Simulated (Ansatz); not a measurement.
**SiC (P6_3mc), work and stress of cleavage**

Theory: DFT r2SCAN, scalar-relativistic, plane waves, PAW (Ansatz 0.2.0). Settings: plane waves to 500 eV, k-mesh 8×8×3 (Γ-centred), Gaussian smearing 0.05 eV. No spin polarisation. Energies are free energies at this smearing, counted from the undisturbed cell; pressure is positive in compression.

Zero of the scan (as given, not relaxed at this level; it stands at 0.2 GPa):

```
CELL_PARAMETERS angstrom
-3.07600 0.00000 0.00000
-1.53800 -2.66389 0.00000
0.00000 0.00000 10.09600
ATOMIC_POSITIONS crystal
Si 0.33333 0.33333 0.65375
Si 0.33333 0.33333 0.15375
Si 0.66667 0.66667 0.90375
Si 0.66667 0.66667 0.40375
C 0.33333 0.33333 0.84625
C 0.33333 0.33333 0.34625
C 0.66667 0.66667 0.09625
C 0.66667 0.66667 0.59625
```

The cut lies on the cell's a–b face, a (0 0 1) plane (indices in the standard cell, whose axes needn't be the Cartesian ones shown) of area 8.19 Å², between layers 1.94 Å apart. Vector c is lengthened by d along the normal with the atoms' Cartesian places fixed: one unrelaxed cut a cell. The traction is positive where the two halves pull on each other.

```csv
d (Å),energy (J/m²),traction (GPa)
-0.30,1.75,-156.4
-0.15,0.29,-50.2
0.00,0.00,6.1
0.25,0.73,44.4
0.50,1.98,52.7
0.75,3.27,50.1
1.00,4.45,43.9
1.50,6.29,29.9
2.00,7.48,18.2
3.00,8.44,3.7
4.50,8.63,0.3
6.00,8.66,0.1
```

Problem. What are the work of separation and the cleavage stress, and do they fit the universal binding curve?

Solution. The energy levels off near W ≈ 8.66 J/m² (the traction is down to 0.1 GPa), the energy of the two unrelaxed faces, 4.33 J/m² each on average. The largest sampled traction is 52.7 GPa at d = 0.50 Å, and a parabola through it and its two neighbours peaks at σ_max ≈ 53.0 GPa, d ≈ 0.57 Å. The curve E = W[1 − (1 + d/ℓ)exp(−d/ℓ)] peaks in traction at d = ℓ with σ_max = W/(eℓ); with 1 J/m² per Å = 10 GPa this W and σ_max give ℓ = 0.60 Å. A parabola through that curve at the same three d peaks at 0.61 Å, against 0.57 Å here, a fair fit. The cut parts unlike faces (Si and C); in an ionic crystal that makes them polar, and the energy then depends on the thickness of the slab. The opened faces are metallic here, and spin polarisation, left out, could lower W. Real crystals break at far lower stress, because cracks concentrate it, and on the plane of lowest W, which needn't be this one.

The cut is rigid; relaxing the faces lowers these energies and usually the stresses. The start isn't at rest at this level: it stands under 0.2 GPa with forces up to 0.77 eV/Å, so these aren't the figures of the relaxed crystal.

The gap closes along the scan, which can put kinks into the curve.